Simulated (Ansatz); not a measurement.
The system is CsPbBr3.

```
CELL_PARAMETERS angstrom
5.87000 0.00000 0.00000
0.00000 5.87000 0.00000
0.00000 0.00000 5.87000
ATOMIC_POSITIONS crystal
Pb 0.50000 0.50000 0.50000
Cs 0.00000 0.00000 0.00000
Br 0.50000 0.50000 0.00000
Br 0.50000 0.00000 0.50000
Br 0.00000 0.50000 0.50000
```

Measurements of this composition are mostly on another form, of space group No. 62.

Program: Ansatz 0.2.0. Alike in all runs: potentials or basis Ansatz PAW; cell as given. Hardware: 2 threads of Intel(R) Xeon(R) Processor @ 2.50GHz (Skylake/Cascade Lake), on a shared host.

Task: Order these runs on this cell by their wall time, lowest first.
A. task Born charges; level PBEsol; spin off; k mesh 4 × 4 × 4; cutoff (eV) 420; smearing fixed
B. task band structure; level r2SCAN; spin off; k mesh 5 × 5 × 5; cutoff (eV) 500; smearing fermi-dirac 0.05 eV; points for each segment of the path 14
C. task band structure; level PBEsol; spin SOC, no magnetisation; k mesh 5 × 5 × 5; cutoff (eV) 420; smearing fermi-dirac 0.05 eV; points for each segment of the path 14

Result: B (35 s), A (98 s), C (200 s).
